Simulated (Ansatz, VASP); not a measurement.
# InAs in two plane-wave programs

Wanted: the spread between two codes on one cell, functional and k mesh. The structure shown is the start of the Ansatz relaxation below; VASP solves that cell, so the two are compared at the walk's first step.

Method: plane waves, with VASP 6.6.1 beside it; single point at LDA, in Ansatz 0.2.0.

### Step 1. The structure

Symmetry: R3m, No. 160, trigonal system. The conventional cell has a = 4.090 Å, b = 4.090 Å, c = 10.642 Å, α = 90.00°, β = 90.00°, γ = 120.00°. Nearest to As lie 4 In at 2.55 to 2.60 Å. In has 4 As at 2.55 to 2.60 Å nearest. Farther neighbours are not listed.

### Step 2. Ansatz: relaxation, LDA

Ansatz runs on its PAW soft_1 files.

The two programs are compared at the cell with which this relaxation starts, whose forces are those of its first step.

input.yaml

```yaml
crystal:
  lattice:
    - [0.1198438101, 3.0122389924, 3.0122389924]
    - [3.0122389924, 0.1198438101, 3.0122389924]
    - [3.0122389924, 3.0122389924, 0.1198438101]
  atoms:
    - { symbol: As, position: [0.752940583, 0.752940583, 0.752940583] }
    - { symbol: In, position: [-0.002940583, -0.002940583, -0.002940583] }
  conventional_axes: [[-1, 1, 0], [0, -1, 1], [1, 1, 1]]
kpoints:
  mp_grid: { grid: [12, 12, 12] }
hamiltonian:
  xc: lda
  pseudopotentials: { kind: paw, azcp: { folder: soft_1 }, xc_functional: pbe }
scf:
  occupations: { method: methfessel_paxton, width: 0.2 }
output:
  forces: true
  stress: true
  eigenvalues: true
relax:
  adjacent_minimum: "off"
  f_tol: 0.001
  max_steps: 60
  cell: { stress_tol: 0.01, fix: [a, b, gamma] }
```

Command:

```sh
$ ansatz run input.yaml --threads 4 --pin off --max-ram 10240MiB --backend cpu --events-out ev --progress --plain --runs-dir out
```

Numbers of over 12 decimals in the logs are rounded to 6 here.

The program printed:

```text
Engine: ansatz 0.2.0, aarch64-unknown-linux-gnu
Pseudopotentials: kind: paw
Pseudopotential: As, paw, valence charge 15, recommended cutoff 420 eV (normal), soft_1/As.paw.azcp
Pseudopotential: In, paw, valence charge 13, recommended cutoff 420 eV (normal), soft_1/In.paw.azcp
Functional definition: SPW92
  exchange = slater_x
  correlation = pw_c
Crystal: 2 atoms, lattice volume = 51.403 Å³
Basis set: ecut = 420 eV, 983 PW (Γ)
Bands: 18, of which v1, the nominal top of the filled ones, is band 14 counted from 1 (13 counted from 0)
Symmetry: 6 space group operations
Space group: R3m (ITA 160), of the structure as read, at distance tolerance 3.7e-5 Å
k-points: 189 of 1728 (time reversal used)
Non-local potential: As, projectors of the file, l = 0: 2, l = 1: 2, l = 2: 3, l = 3: 1
Non-local potential: In, projectors of the file, l = 0: 2, l = 1: 2, l = 2: 2, l = 3: 1
PAW form: soft (Blöchl's): semilocal exchange-correlation on the pseudo side does not see the compensation charge
PAW frozen core: As, regenerated for the run's functional, and the local potential with it (the file was generated under x = pbe(κ = 0.804, μ = 0.219515), c = pbe(β = 0.066725))
PAW frozen core: In, regenerated for the run's functional, and the local potential with it (the file was generated under x = pbe(κ = 0.804, μ = 0.219515), c = pbe(β = 0.066725))
PAW one-centre angular grid: As, 590 points (default); XC on 64 Gauss nodes
PAW one-centre angular grid: In, 590 points (default); XC on 64 Gauss nodes
Initial density: superposition of atomic densities (chi_scale 0.1, normalization cell, long waves kept (reshape's long-wave potential 0.00 eV rms))
Initial wavefunctions: pseudopotential atomic-orbital guess
Functional: x = slater, c = lda
SCF iter   1: F=—  HF=-10231.371920 eV  |F-HF|=—  |Δ(HF+E_count)|=         —  Δρ=3.03e-2  dr2=4.30e-1  ethr=3.10e-3  ⟨swp⟩=5.5  Hψ=17481  notcnv=0
preconditioner: auto → none  [insulator: Δε(μ)=0.812 eV  Ē_g=14.979 eV  σ=0.200 eV  W_gap=0.63  n_scr=14 (ndim 8)  ℏωp=22.0 eV  f_vac=0.001  D(μ)=0.04/eV (n_scr^D=0)  ε∞_Penn≈3.2]
SCF iter   2: F=—  HF=-10231.246324 eV  |F-HF|=—  |Δ(HF+E_count)|=   1.26e-1  S|Δr|=    0.00e0  Δρ=1.33e-2  dr2=6.58e-2  ethr=1.54e-3  ⟨swp⟩=2.0  Hψ=5666  notcnv=0
SCF iter   3: F=—  HF=-10231.231438 eV  |F-HF|=—  |Δ(HF+E_count)|=   1.49e-2  S|Δr|=    0.00e0  Δρ=2.75e-3  dr2=7.53e-3  ethr=2.35e-4  ⟨swp⟩=2.1  Hψ=6778  notcnv=0
SCF iter   4: F=—  HF=-10231.228066 eV  |F-HF|=—  |Δ(HF+E_count)|=   3.37e-3  S|Δr|=    0.00e0  Δρ=7.65e-4  dr2=1.45e-4  ethr=2.69e-5  ⟨swp⟩=2.0  Hψ=6049  notcnv=0
SCF iter   5: F=—  HF=-10231.228096 eV  |F-HF|=—  |Δ(HF+E_count)|=   2.95e-5  S|Δr|=    0.00e0  Δρ=1.99e-4  dr2=7.35e-6  ethr=5.16e-7  ⟨swp⟩=3.0  Hψ=6072  notcnv=0
SCF iter   6: F=—  HF=-10231.228105 eV  |F-HF|=—  |Δ(HF+E_count)|=   9.02e-6  S|Δr|=    0.00e0  Δρ=5.10e-5  dr2=1.49e-6  ethr=2.63e-8  ⟨swp⟩=3.0  Hψ=6062  notcnv=0
SCF iter   7: F=-10231.228104 eV  HF=-10231.228104 eV  |F-HF|=8.85e-9  |Δ(HF+E_count)|=   6.00e-7  S|Δr|=    0.00e0  Δρ=6.78e-6  dr2=1.08e-8  ethr=3.57e-10  ⟨swp⟩=4.0  Hψ=17941  notcnv=0
SCF 1 converged in 7 iterations: F = -10231.228104 eV  dr2 = 1.08e-8
  greatest PAW one-centre occupation: 0.999 electrons in one spin orbital (limit 2), on the As atom at site 0 (counted from 0), in its partial waves of l = 2
relax step   1: F+E_penalty+E_count = -10231.22810426 eV  Δ(F+E_penalty+E_count) = +0.000e0 eV  max|allowed force component| = 7.851e-2 eV/Å  Δτ_max = 0.0000 Å  P = +4.307 GPa  Ω = 51.403 Å³  fix = [a, b, gamma]  reactions: a +6.207, b +6.207 GPa  (7 SCF iters, dr2 threshold 1.00e-7 eV, accepted)
[...]
relax step   2: F+E_penalty+E_count = -10231.23001639 eV  Δ(F+E_penalty+E_count) = -1.912e-3 eV  max|allowed force component| = 1.896e-2 eV/Å  Δτ_max = 0.0137 Å  P = +3.550 GPa  Ω = 51.827 Å³  energy of the carried Pulay correction = -6.446e-5 eV  fix = [a, b, gamma]  reactions: a +5.374, b +5.374 GPa  (5 SCF iters, dr2 threshold 2.00e-7 eV, accepted)
[...]
relax step   3: F+E_penalty+E_count = -10231.23013520 eV  Δ(F+E_penalty+E_count) = -1.188e-4 eV  max|allowed force component| = 5.375e-4 eV/Å  Δτ_max = 0.0026 Å  P = +3.685 GPa  Ω = 51.751 Å³  energy of the carried Pulay correction = -5.300e-5 eV  fix = [a, b, gamma]  reactions: a +5.527, b +5.527 GPa  (4 SCF iters, dr2 threshold 2.46e-8 eV, accepted)
[...]
relax step   4: F+E_penalty+E_count = -10231.23018928 eV  Δ(F+E_penalty+E_count) = -5.409e-5 eV  max|allowed force component| = 5.171e-4 eV/Å  Δτ_max = 0.0000 Å  P = +3.685 GPa  Ω = 51.751 Å³  fix = [a, b, gamma]  reactions: a +5.527, b +5.527 GPa  stress off target by 1.73e-3 GPa on what of the cell is left free  SCF on the basis re-selected at this cell (its energy is not comparable with the rows above)  (6 SCF iters)
basis re-selected at this cell: Δ(F+E_penalty+E_count) = -5.409e-5 eV, ΔP = +0.000 GPa vs the last step (what re-selecting the basis moved, of the pressure what is left beyond the Pulay correction that the steps carried, after the strain that the cell walked since its last selection, with what the two solves' SCF thresholds leave and, on support functions, any second-order correction that the steps lacked; it is no m [...]
SCF converged after 6 iterations
Stability not checked: this state was not tested for a lower state beside it, because cold or Methfessel-Paxton smearing, or corrected tetrahedra, fill the levels in a way that the test cannot read (fill_not_monotonic; see scf.lower_state_search)
Free energy (F): -10231.230189 eV
Harris-Foulkes:  -10231.230189 eV  (|F-HF|=1.82e-12)
Internal energy: -10231.230363 eV  (E = F + TS)
E sigma→0 (E₀):  -10231.230233 eV
Entropy (-TS):   0.000174 eV (0.087 meV/atom)
Fermi energy:    8.486654 eV
Step filling:    the computed levels leave a gap of 0.0000 eV = 0.0 smearing widths at the electron count; against every level under it full and every level over it empty, smearing changes F+E_penalty+E_count by +0.063 meV and its σ→0 estimate by +0.020 meV
--- Per-component energies (eV) ---
  E_band       = -305.714344
  E_kinetic    = 320.423285
  E_local      = -3393.566736  (includes V_loc(G=0)·N_el)
  E_nonlocal   = -59.382365
  E_hartree    = 1695.043046
  E_xc         = -213.210760
  E_vxc        = -165.802378  (∫ρ·V_xc dr)
  E_paw        = -6001.981238  (= ΣΔE_a)
  E_vpaw       = -397.472296  (= ΣTr[D̂ρ^β])
  E_aug_tail   = 0.000051  (compensation charges beyond the density's cutoff)
  E_ewald      = -2580.915410
  E_core_change = 2.359764  (= ΣΔE_core)
  E_smearing   = 0.000174  (= −TS)
  E_closure    = -0.000000  (closes the sum)
  Σ components = -10231.230189   (vs F -10231.230189, Δ=0.00e0)
--- Forces (eV/Å), atoms counted from 1 ---
  atom   1  As     0.00051709     0.00051709     0.00051709
  atom   2  In    -0.00051706    -0.00051706    -0.00051706
  max |Σ_I F_I| component: 3.00e-8 eV/Å
--- Stress (GPa, compression-positive) ---
        3.685064      -1.841669      -1.841669
       -1.841669       3.685064      -1.841669
       -1.841669      -1.841669       3.685064
  P = ⅓ Tr σ = 3.6851 GPa (36.851 kbar)
--- Band table (eV; the first three rows and the last of 189) ---
  k-point 0: bands = [... 10 lower, -4.1099, 7.8295, 8.0851, 8.4583, 8.4583, 11.8232, 12.3839, 12.3839]
  k-point 1: bands = [... 10 lower, -4.0236, 7.0189, 7.8698, 8.3465, 9.0500, 12.0454, 12.3461, 12.5204]
  k-point 2: bands = [... 10 lower, -3.7753, 5.7570, 7.6031, 8.0782, 9.3799, 12.2834, 12.8038, 12.8441]
  k-point 188: bands = [... 10 lower, -2.6402, 1.8793, 7.4737, 7.4737, 9.8055, 13.2769, 13.2769, 15.1772]
--- Relaxed structure (3 steps of the walk, 3 accepted, 1 SCFs on fresh bases) ---
  F+E_penalty+E_count = -10231.23018928 eV   max|allowed force component| = 5.171e-4 eV/Å   (the final SCF, on the basis selected at the relaxed cell)
  cell:  # Å, volume = 51.7511 Å³
    - [0.133710, 3.026105, 3.026105]
    - [3.026105, 0.133710, 3.026105]
    - [3.026105, 3.026105, 0.133710]
  atoms:
    - { symbol: As, position: [0.753984, 0.753984, 0.753984] }
    - { symbol: In, position: [-0.00398422, -0.00398422, -0.00398422] }
```

Reading the cycles: dr2 is the Hartree energy of the density residual (eV), the measure of convergence; HF is the Harris–Foulkes estimate of the energy, which meets the free energy F at convergence.

### Step 3. VASP: single point, LDA, start cell, pair 1

The same cell, functional (in two slightly different forms), mesh and smearing now go to VASP, with its own data sets.

Lines of VASP's logs that name or quote its potential files are left out, and so is its time.

INCAR

```
SYSTEM = InAs
PREC = Accurate
ENCUT = 400
EDIFF = 1E-06
NELM = 120
ISMEAR = 1
SIGMA = 0.2
LREAL = .FALSE.
ALGO = Normal
GGA = CA
NBANDS = 15
LORBIT = 11
LWAVE = .FALSE.
LCHARG = .FALSE.
ISIF = 2
LASPH = .TRUE.
GGA_COMPAT = .FALSE.
KPAR = 2
```

POSCAR

```
InAs
1.0
    0.1198440000      3.0122390000      3.0122390000
    3.0122390000      0.1198440000      3.0122390000
    3.0122390000      3.0122390000      0.1198440000
As In
1 1
Direct
    0.7529405197      0.7529405197      0.7529405197
    0.9970593989      0.9970593989      0.9970593989
```

KPOINTS

```
Automatic mesh
0
Gamma
12 12 12
0 0 0
```

PAW data sets: As and In_d (LDA family, release 64).

Command:

```sh
$ mpirun -np 2 vasp_std
```

The program printed:

```text
[banner, memory and clock lines left out]
running    2 mpi-ranks, on    1 nodes
 distrk:  each k-point on    1 cores,    2 groups
 distr:  one band on    1 cores,    1 groups

 POSCAR found type information on POSCAR AsIn
 POSCAR found :  2 types and       2 ions
 LDA part: xc-table for (Slater(with rela. corr.)+CA(PZ))
 , standard interpolation
 POSCAR, INCAR and KPOINTS ok, starting setup
 FFT: planning ... GRIDC
 FFT: planning ... GRID_SOFT
 FFT: planning ... GRID
 WAVECAR not read
 entering main loop
       N       E                     dE             d eps       ncg     rms          rms(c)
DAV:   1     0.104501488385E+03    0.10450E+03   -0.72879E+03  5719   0.110E+03
DAV:   2    -0.228332740385E+01   -0.10678E+03   -0.10297E+03  6097   0.278E+02
DAV:   3    -0.912735337067E+01   -0.68440E+01   -0.68080E+01  7336   0.751E+01
DAV:   4    -0.929415705879E+01   -0.16680E+00   -0.16677E+00  7042   0.130E+01
DAV:   5    -0.930065485138E+01   -0.64978E-02   -0.64977E-02  8355   0.213E+00    0.530E+00
DAV:   6    -0.900036190405E+01    0.30029E+00   -0.39977E-01  9020   0.120E+01    0.292E+00
DAV:   7    -0.895393090366E+01    0.46431E-01   -0.13299E-01  7858   0.363E+00    0.698E-01
DAV:   8    -0.895063822071E+01    0.32927E-02   -0.14664E-02  7412   0.148E+00    0.289E-01
DAV:   9    -0.895047748965E+01    0.16073E-03   -0.89314E-04  7130   0.241E-01    0.185E-01
DAV:  10    -0.895048346745E+01   -0.59778E-05   -0.16189E-04  8407   0.246E-01    0.753E-02
DAV:  11    -0.895048293942E+01    0.52803E-06   -0.51271E-05  8906   0.141E-01    0.337E-02
DAV:  12    -0.895048060389E+01    0.23355E-05   -0.64300E-06  7421   0.336E-02    0.640E-03
DAV:  13    -0.895048069575E+01   -0.91859E-07   -0.86355E-07  3920   0.681E-03
   1 F= -.89504807E+01 E0= -.89505412E+01  d E =0.181374E-03
```

OUTCAR, selected parts (step 3):

```text
ion  position               nearest neighbor table
   1  0.753  0.753  0.753-   2 2.55   2 2.55   2 2.55   2 2.60
   2  0.997  0.997  0.997-   1 2.55   1 2.55   1 2.55   1 2.60

  LATTYP: Found a trigonal (rhomboedric) cell.
 ALAT       =     4.2616346829
 COS(alpha) =     0.5393588119

 Subroutine GETGRP returns: Found  6 space group operations
 (whereof  6 operations were pure point group operations)

The static configuration has the point symmetry C_3v.

 Found    189 irreducible k-points:

   k-points           NKPTS =    189   k-points in BZ     NKDIM =    189   number of bands    NBANDS=     15

   dimension x,y,z NGX =    28 NGY =   28 NGZ =   28
   dimension x,y,z NGXF=    56 NGYF=   56 NGZF=   56

   ENCUT  =  400.0 eV  29.40 Ry    5.42 a.u.   6.95  6.95  6.95*2*pi/ulx,y,z

   NELECT =      18.0000    total number of electrons

 k-points in reciprocal lattice and weights: Automatic mesh
   0.00000000  0.00000000  0.00000000       0.001
   0.08333333 -0.00000000 -0.00000000       0.003
   0.16666667  0.00000000 -0.00000000       0.003
   0.25000000  0.00000000  0.00000000       0.003
   0.33333333  0.00000000 -0.00000000       0.003
   0.41666667 -0.00000000 -0.00000000       0.003
   0.50000000  0.00000000  0.00000000       0.002
   0.08333333  0.08333333 -0.00000000       0.003
   0.16666667  0.08333333  0.00000000       0.007
[...]
-0.41666667  0.50000000  0.41666667       0.003
   0.50000000  0.50000000  0.50000000       0.001

 average (electrostatic) potential at core
       1 -52.4092       2 -95.4533

 E-fermi :   5.3003

 k-point     1 :       0.0000    0.0000    0.0000
  band No.  band energies     occupation
    ...
      6      -7.2893      2.00000
      7       4.7645      2.00100
      8       5.0356      2.06829
      9       5.2748      1.21438
     10       5.2748      1.21438
     11       8.6496     -0.00000
     12       9.2073     -0.00000
     13       9.2073     -0.00000
     14      12.7153      0.00000
     15      15.0435      0.00000

 k-point     2 :       0.0833   -0.0000   -0.0000
  band No.  band energies     occupation
    ...
      5      -9.2536      2.00000
      6      -7.2022      2.00000
      7       3.9057      2.00000
      8       4.7701      2.00115
      9       5.1605      1.91909
     10       5.9591     -0.00003
     11       8.8755     -0.00000
     12       9.1760     -0.00000
     13       9.3508      0.00000
     14      13.1969      0.00000
    ...

 k-point     3 :       0.1667    0.0000   -0.0000
  band No.  band energies     occupation
    ...
      5      -9.2526      2.00000
      6      -6.9512      2.00000
      7       2.6090      2.00000
      8       4.5031      2.00000
      9       4.8869      2.01279
     10       6.2999     -0.00000
     11       9.1483     -0.00000
     12       9.6528      0.00000
     13       9.6632      0.00000
     14      13.4603      0.00000
    ...

  Total        1.4415753      1.4415753      1.4415753     -0.6139755     -0.6139755     -0.6139755
  in kB       44.9323082     44.9323082     44.9323082    -19.1369374    -19.1369374    -19.1369374
  external PRESSURE =      44.9323082 kB  Pullay stress =       0.0000000 kB

  energy-cutoff  :      400.00
  volume of cell :       51.40
      direct lattice vectors                 reciprocal lattice vectors
     0.119844000  3.012239000  3.012239000    -0.176238867  0.169495377  0.169495377
     3.012239000  0.119844000  3.012239000     0.169495377 -0.176238867  0.169495377
     3.012239000  3.012239000  0.119844000     0.169495377  0.169495377 -0.176238867

 POSITION                                       TOTAL-FORCE (eV/Angst)
 -----------------------------------------------------------------------------------
      4.62631      4.62631      4.62631         0.082121      0.082121      0.082121
      6.12625      6.12625      6.12625        -0.082121     -0.082121     -0.082121
 -----------------------------------------------------------------------------------
    total drift:                               -0.000323     -0.000323     -0.000323

  FREE ENERGIE OF THE ION-ELECTRON SYSTEM (eV)
  ---------------------------------------------------
  free  energy   TOTEN  =        -8.9504806958 eV

  energy  without entropy=       -8.9506620699  energy(sigma->0) =       -8.95054115

 total charge
# of ion       s       p       d       tot
------------------------------------------
    1        1.224   1.615   0.027   2.866
    2        0.867   0.815   9.896  11.578
--------------------------------------------------
tot          2.091   2.430   9.923  14.444

[... 3 further parts left out ...]
```

The run ends at a pressure of 4.49 GPa, with forces up to 0.14 eV/Å.

### Step 4. Comparison

Known differences besides the potentials themselves: the two LDA forms differ slightly; the data sets hold 28 valence electrons in Ansatz (on its PAW soft_1 files) and 18 in VASP; the cutoff is 420 eV in Ansatz and 400 eV in VASP; VASP's log shows a relativistic correction to its local exchange, Ansatz's none. Total energies have different zeros and are not compared.

Forces (eV/Å; atoms numbered as in POSCAR):

| atom | Ansatz x, y, z | VASP x, y, z |
| --- | --- | --- |
| As1 | 0.079, 0.079, 0.079 | 0.082, 0.082, 0.082 |
| In2 | -0.079, -0.079, -0.079 | -0.082, -0.082, -0.082 |

The forces differ by 3.6 meV/Å r.m.s., which is 4.4 % of the r.m.s. force of 0.082 eV/Å (both taken over all components).

### Step 5. What the set-up changes

Further runs change the set-up of one program: Ansatz's method, potentials or start, or VASP's data sets, cutoff or form of LDA. The table gives that difference for each run.

| run | r.m.s. force difference (meV/Å) |
| --- | --- |
| as above | 3.6 |
| VASP with a cutoff of 500 eV (perhaps on Ansatz's relaxed cell) | 3.2 |

### Step 6. Ansatz: relaxation, LDA

The two programs are compared at the cell with which this relaxation starts, whose forces are those of its first step. The cell compared in this pair holds 52.13 Å³, against 51.40 Å³ for the pair before.

The structure compared here is the start of the Ansatz relaxation; VASP solves that cell, so the two are compared at the walk's first step.

input.yaml, the sections that differ from step 2:

```yaml
crystal:
  lattice:
    - [0.0862770981, 3.0088013969, 3.0088013969]
    - [3.0088013969, 0.0862770981, 3.0088013969]
    - [3.0088013969, 3.0088013969, 0.0862770981]
  atoms:
    - { symbol: As, position: [0.7519319062, 0.7519319062, 0.7519319062] }
    - { symbol: In, position: [-0.0019319062, -0.0019319062, -0.0019319062] }
  conventional_axes: [[-1, 1, 0], [0, -1, 1], [1, 1, 1]]
# kpoints, hamiltonian, scf, output, relax: as in step 2
```

Command:

```sh
$ ansatz run input.yaml --threads 4 --pin off --max-ram 10240MiB --backend cpu --events-out ev --progress --plain --runs-dir out
```

The program printed:

```text
[...]
Crystal: 2 atoms, lattice volume = 52.134 Å³
Basis set: ecut = 420 eV, 995 PW (Γ)
Bands: 18, of which v1, the nominal top of the filled ones, is band 14 counted from 1 (13 counted from 0)
Symmetry: 6 space group operations
[...]
k-points: 189 of 1728 (time reversal used)
[...]
k-point 188: bands = [... 10 lower, -2.7326, 1.8130, 7.2120, 7.2120, 9.4123, 12.9761, 12.9761, 14.9390]
--- Relaxed structure (3 steps of the walk, 3 accepted, 1 SCFs on fresh bases) ---
[...]
cell:  # Å, volume = 52.4796 Å³
    - [0.099758, 3.022282, 3.022282]
    - [3.022282, 0.099758, 3.022282]
    - [3.022282, 3.022282, 0.099758]
  atoms:
    - { symbol: As, position: [0.752941, 0.752941, 0.752941] }
    - { symbol: In, position: [-0.00294058, -0.00294058, -0.00294058] }
[key lines of the parts left out:]
SCF converged after 6 iterations
Free energy (F): -10231.262376 eV
Fermi energy:    8.230165 eV
P = ⅓ Tr σ = 2.6939 GPa (26.939 kbar)
```

[end of part 1 of 2]

[Lines on the potential files, build, host, timing and source positions are cut from VASP's logs without a mark.]

[Logs are printed without paths, hosts, clocks, repeated set-up lines and the standing remarks that a program may print on its own settings, such as how far it seeks lower states.]

[Hosts, paths, dates, database ids (printed as entryN), source tags and the programs' standing remarks are cut or masked in the printed files.]

[Rows of further runs with another cutoff or data set may stand on the cell that Ansatz relaxed, not on the start cell of the pair above them.]
